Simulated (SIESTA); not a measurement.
Tc under changes of volume

One of the cells (15.126 Å³/atom); the others are scaled copies at fixed shape and fractional positions:

```
CELL_PARAMETERS angstrom
0.00000 1.96291 1.96291
1.96291 0.00000 1.96291
1.96291 1.96291 0.00000
ATOMIC_POSITIONS crystal
Tc 0.00000 0.00000 0.00000
```

This isn't the form of Tc at room conditions, which is hcp.

```yaml
Program: SIESTA 5.4.2
Functional: PBE
Potentials_or_basis: PseudoDojo 0.4 standard (PBE files)
Basis: DZP (energy shift 0.002 Ry)
Grid_cutoff: 800 Ry
Energy_shift: 0.002 Ry
k_mesh: 12 × 12 × 12
Occupations: fermi-dirac, width 0.05 eV
Spin: no spin polarisation
```

```csv
volume (Å³/atom),energy over the lowest point (meV/atom),pressure (GPa)
13.940,34.47,16.9
14.237,?,?
14.533,0.00,2.6
15.126,11.14,-8.4
15.423,31.31,-13.0
15.720,59.59,-17.2
```

Task: What does the run at 14.237 Å³/atom give?

Result: Energy over the lowest point 10.67 meV/atom; pressure 9.0 GPa.

Worked out: A Birch-Murnaghan fit of order 3 (a polynomial in V^(-2/3)) to the other rows has its minimum at 14.67 Å³/atom with B0 = V·E''(V) = 290 GPa and B' = 4.2. It gives 10.87 meV/atom at 14.237 Å³/atom, against the run's 10.67, and -dE/dV = 9.2 GPa, against 9.0.

Energies are extrapolated to zero smearing.

Caveats: semicore shells carry a single zeta, which can move pressures by several GPa and volumes by a few percent; the basis of atomic orbitals isn't converged, which shifts pressures, moduli and gaps.
